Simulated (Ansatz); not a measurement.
# SnO: the cost of one run

Method: DFT PBE, scalar-relativistic, plane waves, PAW, in Ansatz 0.2.0.

2 further runs of the same task are left out: 1 that didn't finish, 1 set aside as unsound or not needed.

### Step 1. The structure to begin with

The structure is tetragonal, space group P4/nmm (No. 129). Conventional cell: a = 3.868 Å, b = 3.868 Å, c = 5.066 Å, α = 90.00°, β = 90.00°, γ = 90.00°. Around Sn (site symmetry 4mm) lie 4 O at 2.25 Å. Around O (site symmetry -4m2) lie 4 Sn at 2.25 Å.

Structure file:

```cif
data_structure
_symmetry_space_group_name_H-M 'P 1'
_symmetry_Int_Tables_number 1
_cell_length_a 3.8683
_cell_length_b 3.8683
_cell_length_c 5.0662
_cell_angle_alpha 90.000
_cell_angle_beta 90.000
_cell_angle_gamma 90.000
_cell_volume 75.81
loop_
_atom_site_label
_atom_site_type_symbol
_atom_site_fract_x
_atom_site_fract_y
_atom_site_fract_z
_atom_site_occupancy
Sn1 Sn 0.00000 0.50000 0.22878 1
Sn2 Sn 0.50000 0.00000 0.77122 1
O1 O 0.50000 0.50000 0.00000 1
O2 O 0.00000 0.00000 0.00000 1
```

It goes back to an entry of the Materials Project, which need not be the stable form.

It is the result of an earlier relaxation at this level (volume 18.95 Å³/atom; gap on the mesh: 0.50 eV).

### Step 2. Band edges over the zone of the host

Contents of input.yaml:

```yaml
crystal:
  lattice:
    - [3.8682628294, 0.0, 0.0]
    - [0.0, 3.8682628294, 0.0]
    - [0.0, 0.0, 5.0662403107]
  atoms:
    - { symbol: Sn, position: [0.0, 0.5, 0.2287756745] }
    - { symbol: Sn, position: [0.5, 0.0, 0.7712243255] }
    - { symbol: O, position: [0.5, 0.5, 0.0] }
    - { symbol: O, position: [0.0, 0.0, 0.0] }
basis:
  ecutwfc: 420
  xc_grid: 2
kpoints:
  mp_grid: { grid: [10, 10, 8] }
  band_path: { path: [VBM, CBM], npoints: 2 }
hamiltonian:
  xc: pbe
scf:
  occupations: { method: gaussian, width: 0.02 }
output:
  forces: true
  stress: true
  eigenvalues: true
```

Started as:

```sh
$ ansatz run input.yaml --threads 4 --pin off --max-ram 10240MiB --backend cpu --events-out ev --progress --plain --runs-dir out
```

**Question.** How long does this run take on 4 threads of Intel Xeon at 2.50GHz (Skylake/Cascade Lake), shared host, and how much memory does it need?

About 13 s, with a peak of 0.49 GiB.
